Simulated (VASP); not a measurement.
Crystal: ZnO.

```
Zn O
1.0
     3.24931    0.00000    0.00000
    -1.62465    2.81398    0.00000
     0.00000    0.00000    5.20571
Zn O
2 2
Direct
  0.33333 0.66667 0.50000
  0.66667 0.33333 0.00000
  0.66667 0.33333 0.37901
  0.33333 0.66667 0.87901
```

| Item | Value |
| --- | --- |
| Program | VASP 6.6.1 |
| Task | relaxation of cell and atoms |
| Functional | PBE |
| Potentials or basis | VASP PAW PBE potentials, release 64 (Zn, O) |
| Cutoff | 600 eV |
| k mesh | 12 × 12 × 6 |
| Occupations | gaussian, width 0.02 eV |
| Spin | no spin polarisation |

At the start: pressure 5.8 GPa; volume 11.90 Å³/atom.

Problem. Where does the relaxation end?

Solution. Over 15 steps the energy falls by 9.0 meV/atom and the volume is 12.39 Å³/atom (+4.2 %); space group P6_3mc (No. 186, to 0.05 Å).

The path:
| step | energy change (eV) | largest force (eV/Å) | pressure (GPa) | volume (Å³) |
| --- | --- | --- | --- | --- |
| 1 | 0.0000 | 0.0740 | 5.84 | 47.60 |
| 2 | -0.0270 | 0.0269 | -2.62 | 50.65 |
| 3 | -0.0357 | 0.0012 | -0.01 | 49.59 |
| 4 | -0.0357 | 0.0023 | -0.06 | 49.63 |
| 5 | -0.0357 | 0.0109 | -0.01 | 49.62 |
| 6 | -0.0357 | 0.0153 | -0.10 | 49.62 |
| 7 | -0.0358 | 0.0117 | -0.01 | 49.57 |
| 8 | -0.0358 | 0.0101 | 0.08 | 49.54 |
| 9 | -0.0358 | 0.0103 | 0.14 | 49.54 |
| 10 | -0.0358 | 0.0109 | 0.11 | 49.56 |
| 11 | -0.0358 | 0.0126 | 0.00 | 49.56 |
| 12 | -0.0358 | 0.0103 | 0.13 | 49.56 |
| 13 | -0.0358 | 0.0120 | 0.06 | 49.56 |
| 14 | -0.0358 | 0.0025 | 0.06 | 49.57 |
| 15 | -0.0358 | 0.0001 | -0.01 | 49.58 |

Final structure:
```
Zn O
1.0
     3.28642    0.00000    0.00000
    -1.64321    2.84612    0.00000
     0.00000    0.00000    5.30014
Zn O
2 2
Direct
  0.33333 0.66667 0.49988
  0.66667 0.33333 0.99988
  0.66667 0.33333 0.37913
  0.33333 0.66667 0.87913
```
